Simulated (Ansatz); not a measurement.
# Hf₃N₄ at a changed volume — 14N nuclear quadrupole resonance

Cell: a COD entry, relaxed with PBE at fixed cell and then changed (volume scaled by 1.02, ions relaxed).

Space group I-43d (No. 220); a = 6.7454 Å.

```
site  Wyckoff  site symmetry       x       y       z
  Hf      12a           -4..  0.3750  0.0000  0.2500
   N      16c            .3.  0.0660  0.0660  0.0660
```

One atom of each set is listed; the run and its k-mesh use a cell of 14 atoms with edges of 5.84, 5.84, 5.84 Å.

The numbers come from a DFT calculation in Ansatz (PBE, plane waves and PAW, scalar-relativistic, 420 eV cutoff, Γ-centred 6×6×6 k-points, Fermi–Dirac smearing 0.02 eV).

14N: I = 1, Q = 20.44 mb (year-2017 value). Static lattice, zero field.

Question: The simulated lines lie at 0.325 MHz. What are |C_Q|, η and |V_zz| at N?

Answer: For I = 1 the lines are ν± = (3/4)|C_Q|(1 ± η/3) and ν₀ = |C_Q|η/2. Here |C_Q| = 0.434 MHz, η = 0.00 and |V_zz| = 0.88 × 10²¹ V/m². The calculation gives V_zz positive; the lines don't show the sign. The site has 6 Hf at 2.21–2.47 Å.

An axis of threefold or higher order runs through N, so V_zz lies along it and η is zero.

Without spin–orbit coupling the gradients at and beside Hf can be off by some per cent, at some sites by more.
